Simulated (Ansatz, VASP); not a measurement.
**C: VASP beside Ansatz**

Contents of INCAR:

```
PREC     = Accurate       # precision mode
ENCUT    = 520            # plane-wave cutoff, eV
EDIFF    = 1E-6           # SCF threshold, eV
ISMEAR   = -1             # smearing method
SIGMA    = 0.1            # smearing width, eV
LREAL    = F              # projectors in reciprocal space
LASPH    = T              # aspherical terms in the spheres
NELM     = 100            # most SCF steps
ALGO     = Normal         # electronic algorithm
ISIF     = 2              # what is computed and relaxed
LWAVE    = F              # write WAVECAR
LCHARG   = F              # write CHGCAR
GGA      = RE             # functional
NBANDS   = 11             # bands
```

KPOINTS

```
Automatic mesh
0
Gamma
  23 23 4
```

The input POSCAR:

```
C
1.0
    1.7287553112      0.0000000000      0.0000000000
   -0.8643776556      1.4971460164      0.0000000000
    0.0000000000      0.0000000000      9.3370726845
C
2
Direct
    0.3333333333      0.6666666667      0.2500000000
    0.6666666667      0.3333333333      0.7500000000
```

Input for Ansatz:

```yaml
crystal:
  lattice:
    - [1.7287553112, 0.0, 0.0]
    - [-0.8643776556, 1.4971460164, 0.0]
    - [0.0, 0.0, 9.3370726845]
  atoms:
    - { symbol: C, position: [0.3333333333, 0.6666666667, 0.25] }
    - { symbol: C, position: [0.6666666667, 0.3333333333, 0.75] }
hamiltonian:
  xc: revpbe
  pseudopotentials:
    kind: paw
    azcp:
      C: "pseudopotentials/C.paw.azcp"
basis:
  ecutwfc: 420
  fft_grid_basis: typed
kpoints:
  mp_grid: { grid: [23, 23, 4], shift: [0, 0, 0] }
magnetization:
  spin_polarized: false
scf:
  occupations: { method: fermi_dirac, width: 0.1 }
  lower_state_search: "off"
output:
  stress: true
```

Alike in both runs: task single point; functional revPBE; k mesh 23 × 23 × 4; occupations fermi-dirac, width 0.1 eV; no spin polarisation.

|  | VASP | Ansatz |
| --- | --- | --- |
| version | VASP 6.6.1 | Ansatz 0.2.0 |
| potentials or method | VASP PAW PBE potentials, release 64 (C) | plane waves (420 eV) with PAW, scalar-relativistic |
| plane-wave cutoff (eV) | 520 | 420 |
| valence electrons in the cell | 8 | 8 |

```tsv
	VASP	Ansatz	Ansatz less VASP
pressure (GPa)	0.2	0.4	+0.24
largest component of the traceless stress (GPa)	0.00	0.16	+0.163
```

Caveats: the PAW data sets were made with another functional, which shifts forces and pressure a little (VASP); this functional lacks dispersion, which binds the layers, so the pressure and a relaxed spacing across them are unreliable.
